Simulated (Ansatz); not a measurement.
# PbSe (Clausthalite) (Fm-3m) in Ansatz: settings compared, part 2 of 2

Ansatz 0.2.0. Earlier steps stand in the parts before.

**4. Relaxation of cell and atoms, RPBE+D3(BJ)**

Contents of input.yaml:

```yaml
crystal:
  lattice:
    - [0.0, 3.06065, 3.06065]
    - [3.06065, 0.0, 3.06065]
    - [3.06065, 3.06065, 0.0]
  atoms:
    - { symbol: Pb, position: [0.0, 0.0, 0.0] }
    - { symbol: Se, position: [0.5, 0.5, 0.5] }
hamiltonian:
  xc: rpbe
  pseudopotentials: { kind: paw }
  dispersion: d3bj
kpoints:
  mp_grid: { grid: [8, 8, 8] }
scf:
  occupations: { method: fermi_dirac, width: 0.05 }
output:
  forces: true
  stress: true
  write_density: true
  write_potential: true
  elf: true
  volumetric_format: npy
relax:
  f_tol: 0.01
  max_steps: 40
  cell: { stress_tol: 0.05 }
```

Potentials or basis: Ansatz PAW.

Run with:

```bash
$ ansatz run input.yaml --threads 2 --pin off --max-ram 5632MiB --backend cpu --events-out ev --progress --plain --runs-dir out
```

Log:

```text
Warning: RAYON_NUM_THREADS=2 ignored (pool sized by the plan → 2); use --threads N
Engine: ansatz 0.2.0, aarch64-unknown-linux-gnu
Pseudopotentials: kind: paw
Pseudopotential: Pb, paw, valence charge 14, recommended cutoff 420 eV (normal), Pb.paw.azcp
Pseudopotential: Se, paw, valence charge 16, recommended cutoff 420 eV (normal), Se.paw.azcp
Functional definition: RPBE
  parameter kappa = 0.804
  parameter beta = 0.06672455060314922
  exchange = rpbe_x(kappa = kappa, mu = beta*pi^2/3)
  correlation = pbe_c(beta = beta)
Crystal: 2 atoms, lattice volume = 57.342 Å³
Basis set: ecut = 420 eV, 1139 PW (Γ), exchange–correlation on 60×60×60 points (8 copies of the dense FFT grid, shifted against one another)
Bands: 19, of which v1, the nominal top of the filled ones, is band 15 counted from 1 (14 counted from 0)
Symmetry: 48 space group operations
Space group: Fm-3m (ITA 225), of the structure as read, at distance tolerance 3.9e-5 Å
k-points: 29 of 512
Non-local potential: Pb, projectors of the file, l = 0: 2, l = 1: 2, l = 2: 2, l = 3: 2
Non-local potential: Se, projectors of the file, l = 0: 2, l = 1: 2, l = 2: 3, l = 3: 1
PAW form: soft (Blöchl's): semilocal exchange-correlation on the pseudo side does not see the compensation charge
PAW frozen core: Pb, regenerated for the run's functional, and the local potential with it (the file was generated under x = pbe(κ = 0.804, μ = 0.2195149727645171), c = pbe(β = 0.06672455060314922))
PAW frozen core: Se, regenerated for the run's functional, and the local potential with it (the file was generated under x = pbe(κ = 0.804, μ = 0.2195149727645171), c = pbe(β = 0.06672455060314922))
[... 94 lines left out ...]
  E_paw        = -12335.546081  (= ΣΔE_a)
  E_vpaw       = -110.103103  (= ΣTr[D̂ρ^β])
  E_aug_tail   = -0.000420  (compensation charges beyond the density's cutoff)
  E_ewald      = -3209.232147
  E_disp       = -4.545129  (pairwise vdW)
  E_core_change = -0.196523  (= ΣΔE_core)
  E_smearing   = -0.000080  (= −TS)
  E_closure    = -0.000000  (closes the sum)
  Σ components = -17401.725639   (vs F -17401.725639, Δ=0.00e0)
--- Forces (eV/Å), atoms counted from 1 ---
  atom   1  Pb    -0.00000000     0.00000000     0.00000000
  atom   2  Se     0.00000000    -0.00000000     0.00000000
  max |Σ_I F_I| component: 1.30e-30 eV/Å
--- Stress (GPa, compression-positive) ---
       -0.011575      -0.000000      -0.000000
       -0.000000      -0.011575       0.000000
       -0.000000      -0.000000      -0.011575
  P = ⅓ Tr σ = -0.0116 GPa (-0.116 kbar)
--- Band table (eV; the first three rows and the last of 29) ---
  k-point 0: bands = ["-35.4941", "-35.4941", "-35.4899", "-35.4899", "-35.4899", "-4.7859", "-4.7859", "-4.7810", "-4.7810", "-4.7810", "-2.8562", "6.6964", "9.7194", "9.7194", "9.7194", "17.7408", "17.7408", "17.7408", "18.6379"]
  k-point 1: bands = ["-35.4941", "-35.4941", "-35.4899", "-35.4899", "-35.4899", "-4.7940", "-4.7940", "-4.7808", "-4.7719", "-4.7719", "-2.6945", "5.8871", "9.7794", "9.7794", "10.3584", "16.3287", "16.7579", "16.7579", "18.5636"]
  k-point 2: bands = ["-35.4941", "-35.4941", "-35.4899", "-35.4898", "-35.4898", "-4.8149", "-4.8149", "-4.7813", "-4.7481", "-4.7481", "-2.2383", "4.4236", "9.9526", "9.9526", "11.3097", "14.6653", "15.3195", "15.3195", "18.8381"]
  k-point 28: bands = ["-35.4941", "-35.4940", "-35.4898", "-35.4898", "-35.4896", "-5.0339", "-4.7937", "-4.7585", "-4.7585", "-4.6889", "-0.4777", "3.7041", "6.7707", "6.7707", "11.4365", "14.3253", "17.4682", "17.4682", "20.8841"]
--- Relaxed structure (5 steps of the walk, 5 accepted, 1 SCFs on fresh bases) ---
  F+E_penalty+E_count = -17401.72563934 eV   max|allowed force component| = 8.217e-31 eV/Å   (the final SCF, on the basis selected at the relaxed cell)
  cell:  # Å, volume = 47.3921 Å³
    - [8.932824095170081e-34, 2.872270187712221, 2.872270187712221]
    - [2.872270187712221, 2.3247634900086116e-34, 2.872270187712221]
    - [2.872270187712221, 2.872270187712221, -6.4488302291334815e-34]
  atoms:
    - { symbol: Pb, position: [1.4420431790335808e-35, -7.865690067485309e-36, -7.865690067485012e-36] }
    - { symbol: Se, position: [0.5, 0.5, 0.5] }
```

rho_z.tsv:

```text
# z_ang	rho[e/angstrom^3]
# format = ansatz-planar-average/11
# lattice	0.000000000	2.872270188	2.872270188
# lattice	2.872270188	0.000000000	2.872270188
# lattice	2.872270188	2.872270188	-0.000000000
# sites	2
# site	82	-0.000000000	0.000000000	0.000000000
# site	34	2.872270188	2.872270188	2.872270188
0.000000	8.187589e-1
0.135400	7.937119e-1
0.270800	7.254508e-1
0.406200	6.313681e-1
0.541600	5.309683e-1
0.677001	4.401591e-1
0.812401	3.699868e-1
0.947801	3.251497e-1
1.083201	3.074915e-1
1.218601	3.224571e-1
1.354001	3.826781e-1
1.489401	5.108614e-1
1.624801	7.292085e-1
1.760201	1.020927e0
1.895602	1.292464e0
2.031002	1.405987e0
2.166402	1.292464e0
2.301802	1.020927e0
2.437202	7.292085e-1
2.572602	5.108614e-1
2.708002	3.826781e-1
2.843402	3.224571e-1
2.978803	3.074915e-1
3.114203	3.251497e-1
3.249603	3.699868e-1
3.385003	4.401591e-1
3.520403	5.309683e-1
3.655803	6.313681e-1
3.791203	7.254508e-1
3.926603	7.937119e-1
```

Wall time 5.8 s (2 threads of Arm Neoverse V1, shared host); peak memory 0.36 GiB.

What came out:

| Quantity | Value |
| --- | --- |
| Free energy | -17401.7256 eV |
| Relaxed volume | 23.70 Å³/atom |
| Relaxed cell | a = 4.062 Å, b = 4.062 Å, c = 4.062 Å, α = 60.00°, β = 60.00°, γ = 60.00° |
| Space group after relaxing (to 0.05 Å) | Fm-3m (No. 225) |
| Energy gained by relaxing | 190.6 meV/atom |
| Ionic steps | 6 |
| Pressure after relaxing | 0.0 GPa |
| Band gap on the k mesh | 0.47 eV, direct |

The path:
```
step  energy change (eV)  largest force (eV/Å)  volume (Å³)
   1              0.0000                0.0000        57.34
   2             -0.3621                0.0000        49.36
   3             -0.3784                0.0000        46.57
   4             -0.3821                0.0000        47.45
   5             -0.3821                0.0000        47.39
   6             -0.3812                0.0000        47.39
```

Final structure:
```
CELL_PARAMETERS angstrom
0.00000 2.87227 2.87227
2.87227 0.00000 2.87227
2.87227 2.87227 0.00000
ATOMIC_POSITIONS crystal
Pb 0.00000 0.00000 0.00000
Se 0.50000 0.50000 0.50000
```

Caveat: the volume moved by over 15 % at a fixed basis, so the end points are rough; the plane-wave basis is chosen anew once the cell has moved, so the energies of steps on either side of that aren't comparable; spin-orbit coupling is left out, which as a rule narrows the gap of such compounds by several tenths of an eV; the volume moved by -17 % from the deposited cell, more than functionals usually miss; the PAW data sets come from PBE, with cores solved anew for the run's functional, which leaves a small shift of forces and pressure.

**5. Overview**

```csv
level,gap on the mesh (eV),pressure (GPa),relaxed volume (Å³/atom)
PBEsol+D3(BJ),-,0.0,27.30
PBEsol+D4,0.09,0.0,27.76
RPBE+D3(BJ),0.47,0.0,23.70
```

Alike in all rows: task relaxation of cell and atoms; potentials or basis Ansatz PAW; no spin polarisation; cell relaxed; k mesh 8 × 8 × 8; cutoff (eV) 420; smearing fermi-dirac 0.05 eV.

Caveats: the plane-wave basis is chosen anew once the cell has moved, so the energies of steps on either side of that aren't comparable; the PAW data sets come from PBE, with cores solved anew for the run's functional, which leaves a small shift of forces and pressure; spin-orbit coupling is left out, which as a rule narrows the gap of such compounds by several tenths of an eV (some runs); the volume moved by over 15 % at a fixed basis, so the end points are rough (some runs); the volume moved by -17 % from the deposited cell, more than functionals usually miss (some runs).

Absolute energies hang on the potentials; compare differences alone.

**6. Comparison with measurements**

Step 2. The cell as given is a measured one (28.67 Å³/atom); PBEsol+D3(BJ) puts the equilibrium volume -4.8 % from it, thermal expansion not counted.

Step 3. The cell as given is a measured one (28.67 Å³/atom); PBEsol+D4 puts the equilibrium volume -3.2 % from it, thermal expansion not counted.

Step 4. The cell as given is a measured one (28.67 Å³/atom); RPBE+D3(BJ) puts the equilibrium volume -17.4 % from it, thermal expansion not counted.
